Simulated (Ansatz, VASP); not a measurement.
Cu in VASP and in Ansatz

The input INCAR:

```
PREC = Accurate
ENCUT = 520
EDIFF = 1E-6
ISMEAR = -1
SIGMA = 0.05
LREAL = False
LASPH = True
NELM = 60
ALGO = Normal
ISIF = 2
LWAVE = False
LCHARG = False
GGA = PE
```

The input KPOINTS:

```
regular mesh
0
Gamma
  13 13 13
```

POSCAR

```
Cu
1.0
   -1.4539857600      1.4643106900      1.3739820400
    1.4487133000     -1.4679854000      1.3723068300
    1.4251542200      1.4391538600     -1.3778349000
Cu
1
Direct
    0.0000000000      0.0000000000      0.0000000000
```

input.yaml

```yaml
crystal:
  lattice:
    - [-1.45398576, 1.46431069, 1.37398204]
    - [1.4487133, -1.4679854, 1.37230683]
    - [1.42515422, 1.43915386, -1.3778349]
  atoms:
    - { symbol: Cu, position: [0.0, 0.0, 0.0] }
hamiltonian:
  xc: pbe
  pseudopotentials: { kind: paw }
kpoints:
  mp_grid: { grid: [13, 13, 13] }
scf:
  occupations: { method: fermi_dirac, width: 0.05 }
output:
  forces: true
  stress: true
  eigenvalues: true
```

Change from the starting cell: strain = 0.0; cell sheared at random, sigma 0.01, atoms nudged by 0.01 Å.

Alike in both runs: task single point; functional PBE; k mesh 13 × 13 × 13; occupations fermi-dirac, width 0.05 eV; no spin polarisation.

|  | VASP | Ansatz |
| --- | --- | --- |
| version | VASP 6.6.1 | Ansatz 0.2.0 |
| potentials or method | VASP PAW PBE potentials, release 64 (Cu) | Ansatz PAW |
| plane-wave cutoff (eV) | 520 | 420 |
| valence electrons in the cell | 11 | 19 |

|  | VASP | Ansatz | Ansatz less VASP |
| --- | --- | --- | --- |
| gap on the k mesh at the Fermi level (eV) | none | none | - |
| pressure (GPa) | 8.0 | 7.5 | -0.55 |
| largest component of the traceless stress (GPa) | 2.55 | 2.58 | +0.025 |

A gap of «none» marks a metal or a gap that the smearing closes. With one functional, cell and mesh, what is left measures potentials, basis and numerics. The two sets of potentials don't hold the same shells in valence.
